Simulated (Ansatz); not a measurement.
## Zn: do energies and stresses tell the same story?

All numbers below come from Ansatz 0.2.0, DFT PBE, scalar-relativistic, plane waves, PAW.

Settings: cutoff 420 eV, Γ-centred mesh 18×18×6 on the computed 3-atom cell, Gaussian smearing of 0.10 eV; no spin polarisation.

Relaxed cell: C2/m, a = 4.558 Å, b = 2.631 Å, c = 7.846 Å, α = 90.00°, β = 101.06°, γ = 90.00°, 3 atoms in the primitive cell. This form isn't the element's structure at ambient conditions.

Energies at zero smearing and pressures from the stress tensor, at volumes with shape and atoms relaxed:
```
V (Å³/atom) E − E(first) (meV/atom) P (GPa)
     13.542                     0.00    10.77
     14.003                   -26.53     7.55
     14.465                   -43.69     4.47
     14.926                   -52.80     2.00
     15.388                   -55.66     0.01
     15.850                   -53.17    -1.66
     16.311                   -46.52    -2.96
     16.927                   -32.25    -4.37
```

Problem. Check P = −dE/dV between neighbouring volumes, and get the bulk modulus from the pressures alone.

Solution. With 1 eV/Å³ = 160.2 GPa:
```tsv
middle V (Å³/atom)	−ΔE/ΔV (GPa)	mean P (GPa)
13.772	9.207	9.162
14.234	5.956	6.011
14.696	3.163	3.234
15.157	0.993	1.004
15.619	-0.866	-0.824
16.081	-2.308	-2.306
16.619	-3.714	-3.665
```

The two differ by 0.07 GPa at most. The mean of two end pressures misses the average over a step by about ΔV² P″/12, up to 0.06 GPa here; with that taken off 0.09 GPa remains, from the smearing term (the stress is the derivative of the free energy), the finite cutoff, the mesh or the relaxation's tolerance. Around V = 15.388 Å³/atom, the two neighbours give B = −V ΔP/ΔV = 15.388 × 3.66 / 0.923 = 60.9 GPa, against B0 = 60.4 GPa from the Birch–Murnaghan fit of the energies.